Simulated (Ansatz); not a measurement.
Field gradients against strain in AgCl

```yaml
crystal:
  lattice:
    - [1.87091, -5.55660, 0.00000]
    - [1.87091, 5.55660, 0.00000]
    - [0.00000, 0.00000, 3.92404]
  atoms:
    - { symbol: Ag, position: [0.39656, 0.60344, 0.75000] }
    - { symbol: Ag, position: [0.60344, 0.39656, 0.25000] }
    - { symbol: Cl, position: [0.86545, 0.13455, 0.25000] }
    - { symbol: Cl, position: [0.13455, 0.86545, 0.75000] }
```

Atoms are numbered in the order listed.

The conventional cell has a = 3.742 Å, b = 11.113 Å, c = 3.924 Å, α = 90.00°, β = 90.00°, γ = 90.00°. Around Ag (atom 1) lie 5 Cl at 2.73 to 2.91 Å and 2 Ag at 3.02 Å. Around Cl (atom 3) lie 5 Ag at 2.73 to 2.91 Å.

Structure from Materials Project entry mp-570858 (possibly hypothetical), not relaxed further.

All numbers below come from DFT, PBEsol, all-electron PAW with datasets made for the crystal, scalar-relativistic in Ansatz 0.2.0.

Sampling and basis: a Γ-centred 9×9×8 k mesh, Fermi–Dirac smearing of 0.03 eV, cutoff 260 eV (chosen by the program for this cell), no spin polarisation.

The strain is applied along the Cartesian axes of the cell as listed (the other components stay zero). Fractional coordinates are held (clamped ions).

The columns are Cartesian components of the electric field gradient at the nuclei, in 10²¹ V/m².

Spin–orbit coupling is left out, which moves gradients at and beside heavy atoms by some per cent and at worst by a factor of two.

Only quantities that a quadratic follows smoothly over the whole series are listed; rougher ones are left out.

```
εxx = εyy  Vzz at Ag1  Vzz at Cl3
  -0.0300       -2.48        2.35
  -0.0200       -2.46        2.26
  -0.0100       -2.43        2.15
   0.0000       -2.40        2.05
   0.0200       -2.33        1.83
   0.0300       -2.29        1.71
```

(1) Fit the series and give the gradient–strain slopes.

(2) One run, at εxx = εyy = 0.0100, is withheld. Predict its row.

Answers

(1) Least-squares fits y = p0 + p1 x + p2 x² to the rows give Vzz at Ag1: p1 = 3.19, p2 = 17; Vzz at Cl3: p1 = -10.7, p2 = -21. The slopes p1 are in 10²¹ V/m² per unit strain, for clamped ions.

(2) The fits give -2.37, 1.94; the run gave -2.36, 1.94.
